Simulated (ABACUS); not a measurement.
V:

```
CELL_PARAMETERS angstrom
-1.51435 1.51435 1.51435
1.51435 -1.51435 1.51435
1.51435 1.51435 -1.51435
ATOMIC_POSITIONS crystal
V 0.00000 0.00000 0.00000
```

Program: ABACUS 3.10.1. Alike in all runs: task single point; spin collinear, ferromagnetic start; cell as given; smearing fermi-dirac 0.05 eV.

Problem. Order these runs on this cell by their pressure, lowest first.
A. level PBE; potentials or basis PseudoDojo NC SR 0.4.1 PBE standard, DZP LCAO (the cutoffs set its grid); k mesh 12 × 12 × 12; cutoff (eV) 1361; orbital files V V_confined-atom_7au_3s2p2d1f.orb; SCF threshold on the density 1e-07; eigensolver genelpa
B. level WC; potentials or basis GBRV ultrasoft 1.5 PBEsol, plane waves; k mesh 10 × 10 × 10; cutoff (eV) 544; SCF threshold on the density 1e-08; eigensolver dav
C. level LDA-PW92; potentials or basis GBRV ultrasoft 1.5 LDA, plane waves; k mesh 10 × 10 × 10; cutoff (eV) 544; SCF threshold on the density 1e-08; eigensolver dav

Solution. B (-26.0 GPa), C (-17.1 GPa), A (-4.4 GPa).

Caveats: so large a pressure means that the cell lies far from this level's equilibrium, or that cutoff or potentials fall short (some runs); the atomic orbitals were generated for these runs and aren't a published set (some runs); the basis of atomic orbitals isn't converged, which shifts pressures, moduli and gaps (some runs); the potentials were made for another functional, which shifts forces and pressure (some runs).
